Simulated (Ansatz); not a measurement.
Runs of Ansatz 0.2.0 on ZrS2. Symmetry: P-3m1, No. 164, trigonal system. The conventional cell has a = 3.691 Å, b = 3.691 Å, c = 6.041 Å, α = 90.00°, β = 90.00°, γ = 120.00°. Zr (site symmetry -3m) has 6 S at 2.57 Å as nearest neighbours. Around S (site symmetry 3m) lie 3 Zr at 2.57 Å. The cell is a database's computed one.

| task | level | cell | k mesh | smearing | points for each segment of the path | mesh quality | gap on the mesh (eV) | pressure (GPa) | relaxed volume (Å³/atom) | largest force (eV/Å) |
| --- | --- | --- | --- | --- | --- | --- | --- | --- | --- | --- |
| relaxation of cell and atoms | PBEsol+D4 | relaxed | 8 × 8 × 5 | fermi-dirac 0.05 eV | - | not flagged | 0.57 | 0.0 | 21.32 | - |
| band structure | PBEsol | as given | 8 × 8 × 5 | fermi-dirac 0.05 eV | 14 | not flagged | 0.98 | -2.5 | - | 0.15 |
| relaxation of cell and atoms | PBEsol+D3(BJ) | relaxed | 8 × 8 × 5 | fermi-dirac 0.05 eV | - | not flagged | - | 0.0 | 20.49 | - |
| band structure | HSE06 | as given | 4 × 4 × 3 | fermi-dirac 0.05 eV | 4 | coarse | 1.92 | -0.5 | - | 0.18 |
| band structure | HSE03 | as given | 4 × 4 × 3 | fermi-dirac 0.05 eV | 4 | coarse | 1.73 | (c) | - | 0.16 |
| relaxation of cell and atoms | LDA | relaxed | 8 × 8 × 5 | fermi-dirac 0.05 eV | - | not flagged | 0.52 | 0.0 | 21.11 | - |
| relaxation of cell and atoms | PBEsol | relaxed | 8 × 8 × 5 | fermi-dirac 0.05 eV | - | not flagged | 0.82 | 0.0 | 22.37 | - |
| band structure | PBE0 | as given | 4 × 4 × 3 | fermi-dirac 0.05 eV | 4 | coarse | 2.62 | (a) | - | 0.18 |
| band structure | LDA | as given | 8 × 8 × 5 | fermi-dirac 0.05 eV | 14 | not flagged | 0.93 | -4.6 | - | (b) |
| band structure | PBEsol0 | as given | 4 × 4 × 3 | fermi-dirac 0.05 eV | 4 | coarse | 2.55 | -2.6 | - | 0.31 |
| single point | PBEsol | as given | 8 × 8 × 5 | gaussian 0.05 eV | - | not flagged | 0.98 | -2.5 | - | 0.15 |
| band structure | HSEsol | as given | 4 × 4 × 3 | fermi-dirac 0.05 eV | 4 | coarse | 1.86 | -2.6 | - | 0.31 |

Alike in all rows: potentials or basis Ansatz PAW; no spin polarisation; cutoff (eV) 420.

Estimate the missing entries.

(a) -0.6; (b) 0.30; (c) -0.4.

Caveats: some runs use coarse meshes; the PAW data sets come from PBE, with cores solved anew for the run's functional, which leaves a small shift of forces and pressure; this functional lacks dispersion, which binds the layers, so the pressure and a relaxed spacing across them are unreliable (some runs); the k mesh misses the band edges, so the gap on the mesh is wider than the one along the path (some runs); the thresholds are loose for stress (some runs); odd divisions of the mesh miss points on the zone boundary, where band edges often lie, so the gap on the mesh can be too wide (some runs); the plane-wave basis is chosen anew once the cell has moved, so the energies of steps on either side of that aren't comparable (some runs).

A k mesh can miss the band edges, and the runs leave out spin-orbit coupling on Zr.

Runs at the PBE level aren't shown here.
